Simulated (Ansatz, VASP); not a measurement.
# CdTe: VASP beside Ansatz, part 2 of 2

One calculation is typed for both programs; each brings its own data sets and cutoff. How far apart do they land?

VASP 6.6.1 and Ansatz 0.2.0.

So far: Set-up; VASP: single point, LDA.

The database entry behind the starting cell differs from later determinations by our own check (an axis about 1.1 % short against later determinations), so it need not match the best structure at ambient conditions.

### 3. Ansatz: single point, LDA

Level of this step: Ansatz beside VASP: Kohn-Sham DFT, plane waves, LDA (Ansatz).

Ansatz runs on its default PAW (the set named soft_2) files.

The same cell, functional (in two slightly different forms), mesh and smearing now go to Ansatz, which takes its cutoff from its data sets.

The input, input.yaml:

```yaml
crystal:
  lattice:
    - [0.0, 6.41, 6.41]
    - [6.41, 0.0, 6.41]
    - [6.41, 6.41, 0.0]
  atoms:
    - { symbol: Te, position: [0.375, 0.375, 0.375] }
    - { symbol: Te, position: [0.375, 0.375, 0.875] }
    - { symbol: Te, position: [0.375, 0.875, 0.375] }
    - { symbol: Te, position: [0.375, 0.875, 0.875] }
    - { symbol: Te, position: [0.875, 0.375, 0.375] }
    - { symbol: Te, position: [0.875, 0.375, 0.875] }
    - { symbol: Te, position: [0.875, 0.875, 0.375] }
    - { symbol: Te, position: [0.875, 0.875, 0.875] }
    - { symbol: Cd, position: [0.0, 0.0, 0.0] }
    - { symbol: Cd, position: [0.0, 0.0, 0.5] }
    - { symbol: Cd, position: [0.0, 0.5, 0.0] }
    - { symbol: Cd, position: [0.0, 0.5, 0.5] }
    - { symbol: Cd, position: [0.5, 0.0, 0.0] }
    - { symbol: Cd, position: [0.5, 0.0, 0.5] }
    - { symbol: Cd, position: [0.5, 0.5, 0.0] }
    - { symbol: Cd, position: [0.5, 0.5, 0.5] }
hamiltonian:
  xc: lda
  pseudopotentials: { kind: paw }
kpoints:
  mp_grid: { grid: [2, 2, 2] }
scf:
  occupations: { method: gaussian, width: 0.05 }
  n_extra_bands: 8
output:
  forces: true
  stress: true
  eigenvalues: true
```

Launch:

```console
$ ansatz run input.yaml --threads 4 --pin off --max-ram 9216MiB --backend cpu --events-out ev --progress --plain --runs-dir out
```

Numbers of over 12 decimals in the logs are rounded to 6 here.

The program printed:

```text
scf.n_extra_bands = 8 over 144 filled bands (N_el = 288.0): the run solves 152 bands
Engine: ansatz 0.2.0, aarch64-unknown-linux-gnu
Pseudopotentials: kind: paw
Pseudopotential: Te, paw, valence charge 16, recommended cutoff 420 eV (normal), Te.paw.azcp
Pseudopotential: Cd, paw, valence charge 20, recommended cutoff 420 eV (normal), Cd.paw.azcp
Functional definition: SPW92
  exchange = slater_x
  correlation = pw_c
Crystal: 16 atoms, lattice volume = 526.749 Å³
Basis set: ecut = 420 eV, 10177 PW (Γ)
Bands: 152, of which v1, the nominal top of the filled ones, is band 144 counted from 1 (143 counted from 0)
Symmetry: 192 space group operations
Space group: F-43m (ITA 216), of the structure as read, at distance tolerance 8.1e-5 Å
k-points: 3 of 8
Non-local potential: Te, projectors of the file, l = 0: 2, l = 1: 2, l = 2: 2, l = 3: 2
Non-local potential: Cd, projectors of the file, l = 0: 3, l = 1: 2, l = 2: 2, l = 3: 1
PAW form: soft (Blöchl's): semilocal exchange-correlation on the pseudo side does not see the compensation charge
PAW frozen core: Te, regenerated for the run's functional, and the local potential with it (the file was generated under x = pbe(κ = 0.804, μ = 0.219515), c = pbe(β = 0.066725))
PAW frozen core: Cd, regenerated for the run's functional, and the local potential with it (the file was generated under x = pbe(κ = 0.804, μ = 0.219515), c = pbe(β = 0.066725))
PAW one-centre angular grid: Te, 590 points (default); XC on 64 Gauss nodes
PAW one-centre angular grid: Cd, 590 points (default); XC on 64 Gauss nodes
Initial density: superposition of atomic densities (neutral atoms: chi_scale 0, normalization atom), corrected by the library's trained network
Initial wavefunctions: pseudopotential atomic-orbital guess
Functional: x = slater, c = lda
SCF iter   1: F=—  HF=-119565.943078 eV  |F-HF|=—  |Δ(HF+E_count)|=         —  Δρ=6.04e-3  dr2=1.21e-1  ethr=1.77e-3  ⟨swp⟩=6.0  Hψ=1693  notcnv=0
preconditioner: auto → Resta (q_TF=auto, 2.467 Å⁻¹)  ε∞=5.5  [insulator: Δε(μ)=0.571 eV  Ē_g=9.120 eV  σ=0.050 eV  W_gap=1.00  n_scr=136 (ndim 8)  ℏωp=19.4 eV  f_vac=0.179  D(μ)=0.00/eV (n_scr^D=0)  ε∞_Penn≈5.5]
SCF iter   2: F=—  HF=-119565.904400 eV  |F-HF|=—  |Δ(HF+E_count)|=   3.87e-2  Δρ=2.34e-3  dr2=1.71e-2  ethr=4.19e-5  ⟨swp⟩=2.7  Hψ=954  notcnv=0  defer=5
SCF iter   3: F=—  HF=-119565.901427 eV  |F-HF|=—  |Δ(HF+E_count)|=   2.97e-3  Δρ=7.62e-4  dr2=2.36e-3  ethr=5.95e-6  ⟨swp⟩=3.0  Hψ=804  notcnv=0  defer=5
SCF iter   4: F=—  HF=-119565.901409 eV  |F-HF|=—  |Δ(HF+E_count)|=   1.77e-5  Δρ=1.34e-4  dr2=1.73e-4  ethr=8.18e-7  ⟨swp⟩=2.0  Hψ=471  notcnv=0  defer=5
SCF iter   5: F=—  HF=-119565.901338 eV  |F-HF|=—  |Δ(HF+E_count)|=   7.09e-5  Δρ=5.84e-5  dr2=2.54e-5  ethr=6.01e-8  ⟨swp⟩=2.0  Hψ=659  notcnv=0  defer=5
SCF iter   6: F=—  HF=-119565.900911 eV  |F-HF|=—  |Δ(HF+E_count)|=   4.27e-4  Δρ=1.38e-5  dr2=1.66e-6  ethr=8.82e-9  ⟨swp⟩=2.0  Hψ=502  notcnv=0  defer=5
SCF iter   7: F=-119565.900912 eV  HF=-119565.900912 eV  |F-HF|=4.60e-8  |Δ(HF+E_count)|=   1.04e-6  Δρ=2.75e-6  dr2=4.32e-8  ethr=3.47e-11  ⟨swp⟩=6.3  Hψ=2084  notcnv=0
SCF 1 converged in 7 iterations: F = -119565.900912 eV  dr2 = 4.32e-8
  greatest PAW one-centre occupation: 1.000 electrons in one spin orbital (limit 2), on the Cd atom at site 15 (counted from 0), in its partial waves of l = 0
SCF converged after 7 iterations
Free energy (F): -119565.900912 eV
Harris-Foulkes:  -119565.900912 eV  (|F-HF|=4.60e-8)
Internal energy: -119565.900912 eV  (E = F + TS)
E sigma→0 (E₀):  -119565.900912 eV
Fermi energy:    7.945287 eV
--- Per-component energies (eV) ---
  E_band       = -6282.981495
  E_kinetic    = 5502.106165
  E_local      = -42878.873541  (includes V_loc(G=0)·N_el)
  E_nonlocal   = -2110.276883
  E_hartree    = 21606.526179
  E_xc         = -2396.407391
  E_vxc        = -2612.303650  (∫ρ·V_xc dr)
  E_paw        = -67662.573080  (= ΣΔE_a)
  E_vpaw       = -7396.694278  (= ΣTr[D̂ρ^β])
  E_aug_tail   = -0.001792  (compensation charges beyond the density's cutoff)
  E_ewald      = -31637.962408
  E_core_change = 11.561840  (= ΣΔE_core)
  E_smearing   = -0.000000  (= −TS)
  E_closure    = -0.000000  (closes the sum)
  Σ components = -119565.900912   (vs F -119565.900912, Δ=0.00e0)
--- Forces (eV/Å), atoms counted from 1 ---
  atom   1  Te     0.00000000    -0.00000000    -0.00000000
  atom   2  Te     0.00000000    -0.00000000    -0.00000000
  atom   3  Te     0.00000000    -0.00000000    -0.00000000
  atom   4  Te     0.00000000    -0.00000000    -0.00000000
  atom   5  Te     0.00000000    -0.00000000     0.00000000
  atom   6  Te     0.00000000    -0.00000000     0.00000000
  atom   7  Te     0.00000000    -0.00000000     0.00000000
  atom   8  Te     0.00000000    -0.00000000     0.00000000
  atom   9  Cd    -0.00000000     0.00000000     0.00000000
  atom  10  Cd    -0.00000000     0.00000000     0.00000000
  atom  11  Cd    -0.00000000     0.00000000     0.00000000
  atom  12  Cd    -0.00000000     0.00000000     0.00000000
  atom  13  Cd    -0.00000000     0.00000000    -0.00000000
  atom  14  Cd    -0.00000000     0.00000000    -0.00000000
  atom  15  Cd    -0.00000000     0.00000000     0.00000000
  atom  16  Cd    -0.00000000     0.00000000     0.00000000
  max |Σ_I F_I| component: 5.79e-16 eV/Å
--- Stress (GPa, compression-positive) ---
        0.225921      -0.000000      -0.000000
       -0.000000       0.225921       0.000000
       -0.000000      -0.000000       0.225921
  P = ⅓ Tr σ = 0.2259 GPa (2.259 kbar)
--- Band table (eV) ---
  k-point 0: bands = [... 140 lower, 6.8104, 7.6469, 7.6469, 7.6469, 8.2391, 9.3021, 9.3021, 9.3021, ... 4 higher]
  k-point 1: bands = [... 140 lower, 7.1817, 7.1817, 7.1817, 7.1817, 9.4936, 9.4937, 10.4711, 10.4711, ... 4 higher]
  k-point 2: bands = [... 140 lower, 6.7756, 6.7756, 6.7756, 6.7756, 10.4896, 10.4896, 10.6972, 10.6972, ... 4 higher]
```

Elapsed: 7.1 s, on 4 threads of Arm Neoverse N1, shared host; peak memory 1.3 GiB.

The run ends at a pressure of 0.23 GPa.

### 4. Comparison

Known differences besides the potentials themselves: the two LDA forms differ slightly; the data sets hold 288 valence electrons in Ansatz (default PAW (the set named soft_2) files) and 144 in VASP; the cutoff is 420 eV in Ansatz and 400 eV in VASP; Ansatz makes its cores anew for this functional, VASP keeps those of its PBE data sets; VASP's log shows a relativistic correction to its local exchange, Ansatz's none. Total energies have different zeros and are not compared.

The two programs side by side:

```
              quantity  Ansatz   VASP  difference
        pressure (GPa)    0.23   0.34       -0.12
gap on the k mesh (eV)   0.592  0.632      -0.040
```

A gap on the mesh is an upper bound, since the band edges may lie between its points. Ansatz's pressure holds a Pulay correction of 0.03 GPa; VASP's holds none.

### 5. Summary of results

| Property | Result |
| --- | --- |
| difference in gap on the k mesh (single point, LDA) | -0.040 eV |

In words: The difference in gap on the k mesh is -0.040 eV (single point, LDA), within the 0.08 eV picked in this series as the mark of a large difference. How closely two codes agree says nothing of how well the functional describes the real material.

[Lines on the potential files, build, host, timing and source positions are cut from VASP's logs without a mark.]

[Logs are printed without paths, hosts, clocks, repeated set-up lines and the standing remarks that a program may print on its own settings, such as how far it seeks lower states.]

[Hosts, paths, dates, database ids (printed as entryN), source tags and the programs' standing remarks are cut or masked in the printed files.]
